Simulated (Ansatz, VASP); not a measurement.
**InSe: VASP beside Ansatz**

Aim: how closely do two programs agree when they are given the same cell, functional and k mesh? Of the first pair: The structure shown is the start of the Ansatz relaxation below; VASP solves that cell, so the two are compared at the walk's first step.

Program: Ansatz 0.2.0. Level of theory: plane waves, with VASP 6.6.1 beside it; PBEsol with D3(BJ). Results are calculated unless marked as measured.

## 1. The starting structure

The cell holds 4 atoms: 2 In and 2 Se. Cell: a = 4.090 Å, b = 4.090 Å, c = 37.900 Å, α = 90.0°, β = 90.0°, γ = 120.0°. Vacuum lies along c.

Structure file:

```cif
data_structure
_symmetry_space_group_name_H-M 'P 1'
_symmetry_Int_Tables_number 1
_cell_length_a 4.0900
_cell_length_b 4.0900
_cell_length_c 37.9000
_cell_angle_alpha 90.000
_cell_angle_beta 90.000
_cell_angle_gamma 120.000
_cell_volume 549.06
loop_
_atom_site_label
_atom_site_type_symbol
_atom_site_fract_x
_atom_site_fract_y
_atom_site_fract_z
_atom_site_occupancy
In1 In 0.33333 0.66667 0.53720 1
In2 In 0.33333 0.66667 0.46280 1
Se3 Se 0.66667 0.33333 0.57071 1
Se4 Se 0.66667 0.33333 0.42929 1
```

## 2. Ansatz: relaxation, PBEsol with D3(BJ)

Ansatz runs on its default PAW (the set named soft_2) files.

The two programs are compared at the cell with which this relaxation starts, whose forces are those of its first step.

input.yaml

```yaml
crystal:
  lattice:
    - [4.09, 0.0, 0.0]
    - [-2.045, 3.5420439015, 0.0]
    - [0.0, 0.0, 37.9]
  atoms:
    - { symbol: In, position: [0.3333333333, 0.6666666667, 0.5372031662] }
    - { symbol: In, position: [0.3333333333, 0.6666666667, 0.4627968338] }
    - { symbol: Se, position: [0.6666666667, 0.3333333333, 0.5707124011] }
    - { symbol: Se, position: [0.6666666667, 0.3333333333, 0.4292875989] }
  periodic: [true, true, false]
kpoints:
  mp_grid: { grid: [6, 6, 1] }
hamiltonian:
  xc: pbesol
  dispersion: d3bj
scf:
  occupations: { method: fermi_dirac, width: 0.02 }
relax:
  f_tol: 0.01
  max_steps: 100
  cell: {}
```

Launch:

```bash
$ ansatz run input.yaml --threads 3 --pin off --max-ram 92160MiB --backend cuda --events-out ev --progress --plain --runs-dir out --devices 1 --max-vram 13GiB
```

Numbers of over 12 decimals in the logs are rounded to 6 here.

Output:

```text
GPUs: using 1 of 1 available (devices: 1).
Engine: ansatz 0.2.0, x86_64-unknown-linux-gnu
Pseudopotentials: kind: paw
Pseudopotential: In, paw, valence charge 13, recommended cutoff 420 eV (normal), In.paw.azcp
Pseudopotential: Se, paw, valence charge 16, recommended cutoff 420 eV (normal), Se.paw.azcp
Functional definition: PBEsol
  exchange = pbesol_x
  correlation = pbesol_c
device memory: the entry about to start is reckoned to put 4.5 GiB on a device that reports 26.1 GiB free (of which the cap on the GPU budget leaves the run 13.0 GiB)
GPU FFT provider: cuFFT
GPU libraries: cuBLAS 13.8.2, cuFFT 12.4.0, cuSOLVER 12.3.4
Crystal: 4 atoms, lattice volume = 549.056 Å³
Basis set: ecut = 420 eV, 10675 PW (Γ), exchange–correlation on 60×60×512 points (8 copies of the dense FFT grid, shifted against one another)
Bands: 35, of which v1, the nominal top of the filled ones, is band 29 counted from 1 (28 counted from 0)
Symmetry: 12 space group operations
Space group: P-6m2 (ITA 187), of the structure as read, at distance tolerance 8.2e-5 Å
k-points: 7 of 36 (time reversal used)
Non-local potential: In, projectors of the file, l = 0: 2, l = 1: 2, l = 2: 2, l = 3: 2
Non-local potential: Se, projectors of the file, l = 0: 2, l = 1: 2, l = 2: 3, l = 3: 1
PAW form: soft (Blöchl's): semilocal exchange-correlation on the pseudo side does not see the compensation charge
PAW frozen core: In, regenerated for the run's functional, and the local potential with it (the file was generated under x = pbe(κ = 0.804, μ = 0.219515), c = pbe(β = 0.066725))
PAW frozen core: Se, regenerated for the run's functional, and the local potential with it (the file was generated under x = pbe(κ = 0.804, μ = 0.219515), c = pbe(β = 0.066725))
PAW one-centre angular grid: In, 590 points (default); XC on 64 Gauss nodes
PAW one-centre angular grid: Se, 590 points (default); XC on 64 Gauss nodes
Initial density: superposition of atomic densities (neutral atoms: chi_scale 0, normalization atom), corrected by the library's trained network
Initial wavefunctions: pseudopotential atomic-orbital guess
GPU buffer pool allocated for 230400 grid points (all kernels)
GPU transforms: local potential and band sums: pruned to the plane-wave sphere, on 27×27×256
Functional: x = pbesol(κ = 0.804, μ = 0.123457), c = pbesol(β = 0.046)
SCF iter   1: F=—  HF=-21901.849273 eV  |F-HF|=—  |Δ(HF+E_count)|=         —  Δρ=2.10e-3  dr2=5.55e-2  ethr=1.77e-3  ⟨swp⟩=14.4  Hψ=1499  notcnv=0
preconditioner: auto → Resta (q_TF=auto, 1.876 Å⁻¹)  ε∞=1.5  [insulator: Δε(μ)=1.323 eV  Ē_g=13.635 eV  σ=0.020 eV  W_gap=1.00  n_scr=64 (ndim 8)  ℏωp=9.8 eV  f_vac=0.764  D(μ)=0.00/eV (n_scr^D=0)  ε∞_Penn≈1.5  vacuum switching on, ρ_ref=1.3e-2 e/Å³]
SCF iter   2: F=—  HF=-21901.843273 eV  |F-HF|=—  |Δ(HF+E_count)|=   6.00e-3  Δρ=1.01e-3  dr2=2.82e-2  ethr=9.57e-5  ⟨swp⟩=4.4  Hψ=563  notcnv=0  defer=8
SCF iter   3: F=—  HF=-21901.838413 eV  |F-HF|=—  |Δ(HF+E_count)|=   4.86e-3  Δρ=4.38e-4  dr2=1.44e-3  ethr=4.86e-5  ⟨swp⟩=3.3  Hψ=344  notcnv=0  defer=8
SCF iter   4: F=—  HF=-21901.838654 eV  |F-HF|=—  |Δ(HF+E_count)|=   2.41e-4  Δρ=1.68e-4  dr2=1.55e-4  ethr=2.48e-6  ⟨swp⟩=3.4  Hψ=483  notcnv=0  defer=8
SCF iter   5: F=—  HF=-21901.838559 eV  |F-HF|=—  |Δ(HF+E_count)|=   9.54e-5  Δρ=5.62e-5  dr2=1.90e-5  ethr=2.67e-7  ⟨swp⟩=2.7  Hψ=404  notcnv=0  defer=8
SCF iter   6: F=—  HF=-21901.838834 eV  |F-HF|=—  |Δ(HF+E_count)|=   2.75e-4  Δρ=1.33e-5  dr2=1.12e-6  ethr=3.28e-8  ⟨swp⟩=3.6  Hψ=429  notcnv=0  defer=8
SCF iter   7: F=-21901.838834 eV  HF=-21901.838834 eV  |F-HF|=5.11e-8  |Δ(HF+E_count)|=   3.85e-7  Δρ=2.31e-6  dr2=2.92e-8  ethr=1.72e-10  ⟨swp⟩=5.3  Hψ=1328  notcnv=0
SCF 1 converged in 7 iterations: F = -21901.838834 eV  dr2 = 2.92e-8
  greatest PAW one-centre occupation: 1.000 electrons in one spin orbital (limit 2), on the Se atom at site 2 (counted from 0), in its partial waves of l = 2
relax step   1: F+E_penalty+E_count = -21901.83883414 eV  Δ(F+E_penalty+E_count) = +0.000e0 eV  max|allowed force component| = 3.021e-1 eV/Å  Δτ_max = 0.0000 Å  P = -2.887 N/m  Ω = 549.056 Å³  fix = [c, alpha, beta]  reactions: c +0.000 N/m  (7 SCF iters, dr2 threshold 1.00e-7 eV, accepted)
[...]
relax step   5: F+E_penalty+E_count = -21901.93334647 eV  Δ(F+E_penalty+E_count) = -2.407e-4 eV  max|allowed force component| = 1.350e-2 eV/Å  Δτ_max = 0.0046 Å  P = +0.021 N/m  Ω = 512.870 Å³  energy of the carried Pulay correction = +1.371e-3 eV  fix = [c, alpha, beta]  reactions: c +0.000 N/m  (4 SCF iters, dr2 threshold 2.02e-7 eV, accepted)
[...]
relax step   6: F+E_penalty+E_count = -21901.93338069 eV  Δ(F+E_penalty+E_count) = -3.422e-5 eV  max|allowed force component| = 5.098e-4 eV/Å  Δτ_max = 0.0023 Å  P = -0.000 N/m  Ω = 512.704 Å³  energy of the carried Pulay correction = +1.377e-3 eV  fix = [c, alpha, beta]  reactions: c +0.000 N/m  (5 SCF iters, dr2 threshold 1.14e-8 eV, accepted)
[...]
relax step   7: F+E_penalty+E_count = -21901.93203646 eV  Δ(F+E_penalty+E_count) = +1.344e-3 eV  max|allowed force component| = 8.171e-4 eV/Å  Δτ_max = 0.0000 Å  P = -0.003 N/m  Ω = 512.704 Å³  fix = [c, alpha, beta]  reactions: c +0.000 N/m  stress off target by 2.67e-3 N/m on what of the cell is left free  SCF on the basis re-selected at this cell (its energy is not comparable with the rows above)  (7 SCF iters)
basis re-selected at this cell: Δ(F+E_penalty+E_count) = +1.344e-3 eV, ΔP = -0.002 N/m vs the last step (what re-selecting the basis moved, of the pressure what is left beyond the Pulay correction that the steps carried, after the strain that the cell walked since its last selection, with what the two solves' SCF thresholds leave and, on support functions, any second-order correction that the steps lacked; it is no measure of the basis error at this ecutwfc). The dense FFT grid was sized anew with the basis: this SCF ran on 27×27×256 points, the steps before it on 30×30×256, so part of this shift can come from that change (see relax.cell in the input reference). [rest of the remark cut]
SCF converged after 7 iterations
Free energy (F): -21901.932036 eV
Harris-Foulkes:  -21901.932036 eV  (|F-HF|=3.20e-10)
Internal energy: -21901.932036 eV  (E = F + TS)
E sigma→0 (E₀):  -21901.932036 eV
Fermi energy:    -5.117293 eV
--- Per-component energies (eV) ---
  E_band       = -1636.750799
  E_kinetic    = 724.273100
  E_local      = -163068.431482  (includes V_loc(G=0)·N_el)
  E_nonlocal   = -448.550920
  E_hartree    = 80860.915506
  E_xc         = -633.232235
  E_vxc        = -395.396483  (∫ρ·V_xc dr)
  E_paw        = -11904.112776  (= ΣΔE_a)
  E_vpaw       = -170.474906  (= ΣTr[D̂ρ^β])
  E_aug_tail   = -0.001148  (compensation charges beyond the density's cutoff)
  E_ewald      = 72565.552384
  E_disp       = -0.833170  (pairwise vdW)
  E_core_change = 2.488706  (= ΣΔE_core)
  E_smearing   = -0.000000  (= −TS)
  E_closure    = -0.000000  (closes the sum)
  Σ components = -21901.932036   (vs F -21901.932036, Δ=0.00e0)
--- Forces (eV/Å), atoms counted from 1 ---
  atom   1  In    -0.00000000     0.00000000    -0.00011258
  atom   2  In    -0.00000000     0.00000000     0.00011258
  atom   3  Se     0.00000000    -0.00000000     0.00081712
  atom   4  Se     0.00000000    -0.00000000    -0.00081712
  max |Σ_I F_I| component: 9.25e-18 eV/Å
--- 2D stress c σ (N/m, compression-positive) ---
       -0.002671      -0.000000      -0.000000
       -0.000000      -0.002671      -0.000000
        0.000000       0.000000       0.000000
  P = ½ c Tr σ = -0.0027 N/m
--- Band table (eV; the first three rows and the last of 7) ---
  k-point 0: bands = [... 25 lower, -6.3716, -6.2930, -6.2930, -6.1333, -4.2186, -3.0455, -0.7778 (-0.7778°), -0.7778 (-0.7778°), ... 2 higher]
  k-point 1: bands = [... 25 lower, -7.4376, -6.7058, -6.5892, -6.0520, -3.2597, -2.4108, -1.4298 (-1.4298°), -0.6234 (-0.6234°), ... 2 higher]
  k-point 2: bands = [... 25 lower, -7.7986, -7.2614, -7.0894, -6.3747, -3.5257, -3.2082, -1.4809, -1.1308, ... 2 higher]
  k-point 6: bands = [... 25 lower, -8.8795, -7.8175, -7.3244, -7.1377, -3.5455, -2.7255, -1.9741, -1.0223, ... 2 higher]
  ° read free of the cell's end (the report's vacuum.weakly_bound_levels)
--- Relaxed structure (6 steps of the walk, 5 accepted, 1 SCFs on fresh bases) ---
  F+E_penalty+E_count = -21901.93203646 eV   max|allowed force component| = 8.171e-4 eV/Å   (the final SCF, on the basis selected at the relaxed cell)
  cell:  # Å, volume = 512.7044 Å³
    - [3.952288, 0, 0.0]
    - [-1.976144, 3.422782, 0.0]
    - [0.0, 0.0, 37.9]
  atoms:
    - { symbol: In, position: [0.333333, 0.666667, 0.536321] }
    - { symbol: In, position: [0.333333, 0.666667, 0.463679] }
    - { symbol: Se, position: [0.666667, 0.333333, 0.570597] }
    - { symbol: Se, position: [0.666667, 0.333333, 0.429403] }
```

## 3. VASP: single point, PBEsol with D3(BJ), start cell, pair 1

The same cell, functional, mesh and smearing now go to VASP, with its own data sets.

Lines of VASP's logs that name or quote its potential files are left out, and so is its time.

INCAR

```
SYSTEM = InSe
PREC = Accurate
ENCUT = 400
EDIFF = 1E-06
NELM = 120
ISMEAR = -1
SIGMA = 0.02
LREAL = .FALSE.
ALGO = Normal
GGA = PS
IVDW = 12
NBANDS = 25
LORBIT = 11
LWAVE = .FALSE.
LCHARG = .FALSE.
ISIF = 2
LDIPOL = .TRUE.
IDIPOL = 3
DIPOL = 0.5 0.5 0.5
LVHAR = .TRUE.
LASPH = .TRUE.
GGA_COMPAT = .FALSE.
EFERMI = MIDGAP
NELMDL = -8
KPAR = 2
```

POSCAR

```
InSe
1.0
    4.0900000000      0.0000000000      0.0000000000
   -2.0450000000      3.5420440000      0.0000000000
    0.0000000000      0.0000000000     37.9000000000
In Se
2 2
Direct
    0.3333333804      0.6666667608      0.5372031662
    0.3333333804      0.6666667608      0.4627968338
    0.6666667137      0.3333334275      0.5707124011
    0.6666667137      0.3333334275      0.4292875989
```

KPOINTS

```
Automatic mesh
0
Gamma
6 6 1
0 0 0
```

The projector-augmented-wave data sets are In_d and Se (PBE family, release 64).

Launch:

```bash
$ mpirun -np 2 vasp_std
```

Output:

```text
[banner, memory and clock lines left out]
running    2 mpi-ranks, on    1 nodes
 distrk:  each k-point on    1 cores,    2 groups
 distr:  one band on    1 cores,    1 groups

 POSCAR found type information on POSCAR InSe
 POSCAR found :  2 types and       4 ions
|                                                                             |
|               ----> ADVICE to this user running VASP <----                  |
|                                                                             |
|     You enforced a specific xc type in the INCAR file but a different       |
|     [... a line on the potential file left out ...]
|     I HOPE YOU KNOW WHAT YOU ARE DOING!                                     |
|                                                                             |

 LDA part: xc-table for (Slater+PW92), standard interpolation
 POSCAR, INCAR and KPOINTS ok, starting setup
 FFT: planning ... GRIDC
 FFT: planning ... GRID_SOFT
 FFT: planning ... GRID
 WAVECAR not read
 entering main loop
       N       E                     dE             d eps       ncg     rms          rms(c)
DAV:   1     0.247745970211E+03    0.24775E+03   -0.13199E+04   462   0.920E+02
DAV:   2     0.121309040142E+02   -0.23562E+03   -0.23312E+03   425   0.263E+02
DAV:   3    -0.151270442071E+02   -0.27258E+02   -0.27090E+02   452   0.107E+02
DAV:   4    -0.159673207937E+02   -0.84028E+00   -0.83914E+00   443   0.236E+01
DAV:   5    -0.159999090359E+02   -0.32588E-01   -0.32585E-01   572   0.396E+00
DAV:   6    -0.160004195229E+02   -0.51049E-03   -0.51048E-03   539   0.466E-01
DAV:   7    -0.160004297626E+02   -0.10240E-04   -0.10240E-04   548   0.543E-02
DAV:   8    -0.160004298759E+02   -0.11331E-06   -0.11336E-06   371   0.710E-03    0.598E+00
DAV:   9    -0.155419221656E+02    0.45851E+00   -0.10414E+00   465   0.169E+01    0.364E+00
DAV:  10    -0.155134650652E+02    0.28457E-01   -0.43596E-01   492   0.503E+00    0.811E-01
DAV:  11    -0.155083106853E+02    0.51544E-02   -0.42160E-02   538   0.247E+00    0.509E-01
DAV:  12    -0.155085262330E+02   -0.21555E-03   -0.62231E-03   381   0.397E-01    0.101E-01
DAV:  13    -0.155084832236E+02    0.43009E-04   -0.38794E-04   554   0.188E-01    0.628E-02
DAV:  14    -0.155084647225E+02    0.18501E-04   -0.24929E-04   408   0.788E-02    0.175E-02
[...]
DAV:  18    -0.155085906833E+02   -0.99013E-04   -0.12085E-05   322   0.131E-02    0.202E-03
DAV:  19    -0.155086198994E+02   -0.29216E-04   -0.13786E-06   336   0.641E-03    0.159E-03
DAV:  20    -0.155086506623E+02   -0.30763E-04   -0.77779E-07   293   0.300E-03    0.100E-03
DAV:  21    -0.155086647153E+02   -0.14053E-04   -0.27039E-07   312   0.282E-03    0.667E-04
DAV:  22    -0.155086728696E+02   -0.81542E-05   -0.14547E-07   271   0.264E-03    0.476E-04
DAV:  23    -0.155086752898E+02   -0.24203E-05   -0.60578E-08   296   0.117E-03    0.199E-04
DAV:  24    -0.155086769685E+02   -0.16786E-05   -0.35219E-08   254   0.832E-04    0.160E-04
DAV:  25    -0.155086775029E+02   -0.53440E-06   -0.79790E-09   242   0.448E-04
   1 F= -.16284010E+02 E0= -.16284010E+02  d E =-.152229E-14
```

Parts of OUTCAR (step 3):

```text
ion  position               nearest neighbor table
   1  0.333  0.667  0.537-   3 2.68   3 2.68   3 2.68   2 2.82
   2  0.333  0.667  0.463-   4 2.68   4 2.68   4 2.68   1 2.82
   3  0.667  0.333  0.571-   1 2.68   1 2.68   1 2.68
   4  0.667  0.333  0.429-   2 2.68   2 2.68   2 2.68

  LATTYP: Found a hexagonal cell.
 ALAT       =     4.0900000000
 C/A-ratio  =     9.2665036675

 Subroutine GETGRP returns: Found 12 space group operations
 (whereof 12 operations were pure point group operations)

The static configuration has the point symmetry D_3h.

 Found      7 irreducible k-points:

   k-points           NKPTS =      7   k-points in BZ     NKDIM =      7   number of bands    NBANDS=     25

   dimension x,y,z NGX =    28 NGY =   28 NGZ =  250
   dimension x,y,z NGXF=    56 NGYF=   56 NGZF=  500

   ENCUT  =  400.0 eV  29.40 Ry    5.42 a.u.   6.67  6.67 61.81*2*pi/ulx,y,z

   NELECT =      38.0000    total number of electrons

 k-points in reciprocal lattice and weights: Automatic mesh
   0.00000000  0.00000000  0.00000000       0.028
   0.16666667  0.00000000  0.00000000       0.167
   0.33333333  0.00000000  0.00000000       0.167
   0.50000000  0.00000000  0.00000000       0.083
   0.16666667  0.16666667  0.00000000       0.167
   0.33333333  0.16666667  0.00000000       0.333
   0.33333333  0.33333333  0.00000000       0.056

 dipolmoment           0.000000      0.000000     -0.000000 electrons x Angstroem

 average (electrostatic) potential at core
       1-104.2675       2-104.2675       3 -61.2435       4 -61.2435

 E-fermi :  -3.3269

 k-point     1 :       0.0000    0.0000    0.0000
  band No.  band energies     occupation
    ...
     15      -4.6014      2.00000
     16      -4.6014      2.00000
     17      -4.5269      2.00000
     18      -4.5269      2.00000
     19      -4.0505      2.00000
     20      -2.6708      0.00000
     21      -1.4970      0.00000
     22       0.8210      0.00000
     23       0.8210      0.00000
     24       1.6344      0.00000
    ...

 k-point     2 :       0.1667    0.0000    0.0000
  band No.  band energies     occupation
    ...
     15      -5.7277      2.00000
     16      -5.4653      2.00000
     17      -4.8952      2.00000
     18      -4.7876      2.00000
     19      -3.9830      2.00000
     20      -1.7359      0.00000
     21      -0.7669      0.00000
     22       0.1370      0.00000
     23       1.0484      0.00000
     24       1.1225      0.00000
    ...

 k-point     3 :       0.3333    0.0000    0.0000
  band No.  band energies     occupation
    ...
     15      -6.6056      2.00000
     16      -5.6839      2.00000
     17      -5.3877      2.00000
     18      -5.2320      2.00000
     19      -4.3519      2.00000
     20      -1.6209      0.00000
     21      -1.5936      0.00000
     22       0.4074      0.00000
     23       0.6292      0.00000
     24       1.1676      0.00000
    ...

 Edisp (eV)   -0.77533

  Total      -2.59581    -2.59581    -1.60245     0.00000     0.00000     0.00000
  in kB      -7.57474    -7.57474    -4.67604     0.00000     0.00000     0.00000
  external pressure =       -6.61 kB  Pullay stress =        0.00 kB

  energy-cutoff  :      400.00
  volume of cell :      549.06
      direct lattice vectors                 reciprocal lattice vectors
     4.090000000  0.000000000  0.000000000     0.244498778  0.141161431  0.000000000
    -2.045000000  3.542044000  0.000000000     0.000000000  0.282322862  0.000000000
     0.000000000  0.000000000 37.900000000     0.000000000  0.000000000  0.026385224

 POSITION                                       TOTAL-FORCE (eV/Angst)
 -----------------------------------------------------------------------------------
      0.00000      2.36136     20.36000         0.000000      0.000000     -0.011739
      0.00000      2.36136     17.54000         0.000000      0.000000      0.011739
      2.04500      1.18068     21.63000        -0.000000     -0.000000     -0.283754
      2.04500      1.18068     16.27000        -0.000000     -0.000000      0.283754
 -----------------------------------------------------------------------------------
    total drift:                               -0.000000     -0.000505     -0.000000

  FREE ENERGIE OF THE ION-ELECTRON SYSTEM (eV)
  ---------------------------------------------------
  free  energy   TOTEN  =       -16.2840102460 eV

  energy  without entropy=      -16.2840102460  energy(sigma->0) =      -16.28401025

 vacuum level on the upper side and lower side of the slab         1.972         1.972

 total charge
# of ion       s       p       d       tot
------------------------------------------
    1        0.858   0.637   9.880  11.374
    2        0.858   0.637   9.880  11.374
    3        1.472   2.312   0.019   3.803
    4        1.472   2.312   0.019   3.803
--------------------------------------------------
tot          4.660   5.896  19.798  30.354

[... 3 further parts left out ...]
```

## 4. Comparison

Known differences besides the potentials themselves: Ansatz cuts the interaction across the vacuum, VASP repeats the sheet with a dipole correction (LDIPOL); the data sets hold 58 valence electrons in Ansatz (on its default PAW (the set named soft_2) files) and 38 in VASP; the cutoff is 420 eV in Ansatz and 400 eV in VASP; Ansatz makes its cores anew for this functional, VASP keeps those of its PBE data sets. Total energies have different zeros and are not compared.

Forces (eV/Å; atoms numbered as in POSCAR):

```tsv
atom	Ansatz x, y, z	VASP x, y, z
In1	0.000, 0.000, 0.005	0.000, 0.000, -0.012
In2	0.000, 0.000, -0.005	0.000, 0.000, 0.012
Se3	0.000, 0.000, -0.302	0.000, 0.000, -0.284
Se4	0.000, 0.000, 0.302	0.000, 0.000, 0.284
```

The forces differ by 10 meV/Å r.m.s., which is 8.7 % of the r.m.s. force of 0.116 eV/Å (both taken over all components). Where the cell holds vacuum, a pressure given here is an average over it and none of the material.

## 5. Ansatz: relaxation, PBEsol with D3(BJ)

This run makes the geometry at which the two programs are then compared.

The structure compared here is the end of the Ansatz relaxation.

This is the run of step 2 again, met here at its other cell.

[end of part 1 of 2]

[Lines on the potential files, build, host, timing and source positions are cut from VASP's logs without a mark.]

[Logs are printed without paths, hosts, clocks, repeated set-up lines and the standing remarks that a program may print on its own settings, such as how far it seeks lower states.]

[Hosts, paths, dates, database ids (printed as entryN), source tags and the programs' standing remarks are cut or masked in the printed files.]
